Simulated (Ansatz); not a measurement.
# Compressing and expanding glassy Al2O3 (200 atoms): runs compared

Aim: relax glassy Al2O3 (200 atoms), then change its volume to read the bulk modulus from the stress.

Computed with Ansatz 0.2.0: Kohn-Sham DFT, PBE, PAW (set soft_2), plane waves.

### Step 1. The cell as built

The cell holds 200 atoms: 80 Al and 120 O. Its edges and angles: a = 13.046 Å, b = 13.046 Å, c = 13.046 Å, α = 90.0°, β = 90.0°, γ = 90.0°. 200 atoms (80 Al, 120 O) placed at random at 3.05 g/cm³, melted at 4500 K for 20 ps at fixed volume with the Morse and Coulomb pair potential with partial charges (Pedone, Malavasi, Menziani, Cormack and Segre, J. Phys. Chem. B 110, 11780 (2006)). Quenched from 4500 K to 300 K at 20 K/ps and fixed volume, held 5 ps. The starting density is a measured one.

What the set-up can't give: The quench rate of 20 K/ps is orders of magnitude faster than experiment, which tends to freeze in extra defects. The starting topology of bonds comes from the classical model, and needn't be the one that DFT or experiment would give. Sampling is at Γ alone.

### Step 2. The reference run

The reference is a single point at the end of the relaxation.

Every strained cell starts from the geometry of this run, and its atoms are relaxed with the cell held.

Its input, with most atom lines left out:

```yaml
crystal:
  lattice:
    - [13.0313, 0.05101, 0.06979]
    - [0.05101, 13.13973, 0.04806]
    - [0.06979, 0.04806, 13.07194]
  atoms:
    - { symbol: Al, position: [0.13166, 0.64664, 0.49614] }
    - { symbol: Al, position: [0.39011, 0.05298, 0.30062] }
    - { symbol: Al, position: [0.76917, 0.16539, 0.75046] }
    - { symbol: Al, position: [0.44606, 0.57642, 0.71709] }
    - { symbol: Al, position: [0.926, 0.59566, 0.44105] }
    - { symbol: Al, position: [0.08799, 0.24075, 0.3762] }
    - { symbol: Al, position: [0.38687, 0.89181, 0.49372] }
    [... atom lines 8 to 200 left out ...]
kpoints:
  mp_grid: { grid: [1, 1, 1] }
hamiltonian:
  xc: pbe
scf:
  occupations: { method: fermi_dirac, width: 0.05 }
output:
  forces: true
  stress: true
  populations: intrinsic
  dos:
    method: { smearing: { sigma: 0.08 } }
    de: 0.1
    projected: { site_lists: { Al: [Al], O: [O] } }
  eigenvalues: true
  write_density: true
  write_potential: true
  volumetric_format: npy
  elf: true
```

```
free energy per atom   : -556.8214 eV/atom
r.m.s. force component : 0.00371 eV/Å
pressure               : -0.01058 GPa
```

Filled and empty levels are parted by 3.00 eV (at Γ alone); a semilocal functional tends to put such gaps too low. In a disordered cell it changes from sample to sample, and tail or defect levels can set it.

### Step 3. The runs

Each row is one run, on 4 threads of Arm Neoverse V1, shared host. The free energy is the program's total, comparable only between runs with the same functional, potentials and atoms.

```csv
run,atoms,outcome,"ionic steps, all passes",free energy (eV),time,host memory (GiB)
Single point at the start,200,converged,-,-111351.885,47 s,3.5
Cell and atoms relaxed,200,converged,14,-111364.274,11 min,3.6
Single point at the relaxed geometry,200,converged,-,-111364.274,93 s,3.7
Volume -3 %,200,converged,6,-111363.610,6.2 min,3.6
Volume +3 %,200,converged,11,-111363.619,12 min,3.7
Volume -6 %,200,cut at the time limit,14,-111362.252,15 min,3.5
Volume +6 %,200,cut at the time limit,6,-111361.844,7 min,3.8
```

In some runs the program notes that the SCF threshold is loose for the stress.

### Step 4. Pressure against volume

Atoms are relaxed at each volume, in the scaled cell.

```csv
volume change (%),volume (Å³/atom),energy change (meV/atom),pressure (GPa),largest move on relaxing (Å),bonds,gap (eV)
-3,10.855,3.32,3.28,0.22,358,3.19
+0,11.191,0.00,-0.01,-,354,3.00
+3,11.526,3.27,-2.87,0.41,351,2.65
```

### Step 5. Findings

The bulk modulus, from the slope of pressure against ln V over the three points nearest the relaxed volume, is 103 GPa. The count of bonds runs from 351 to 358 over the series, so at some points contacts cross the cutoffs. The gap goes from 3.19 eV at the smallest volume to 2.65 eV at the largest, -8.8 eV per unit of ln V by a straight line, on the run's k-points.

Caveats: Strains are finite and relaxations stop at the force tolerance of the input, which can leave moduli too stiff; they are those of a static cell at zero temperature. Volumes are changed with the cell's shape held, so in an anisotropic solid the modulus lies over the one under free hydrostatic load. The program notes that the SCF threshold of the relaxations is loose for the stress.

The DFT runs together took 54 min of wall time.

[Logs are printed without paths, hosts, clocks, repeated set-up lines and the standing remarks that a program may print on its own settings, such as how far it seeks lower states.]

[Hosts, paths, dates, database ids (printed as entryN), source tags and the programs' standing remarks are cut or masked in the printed files.]
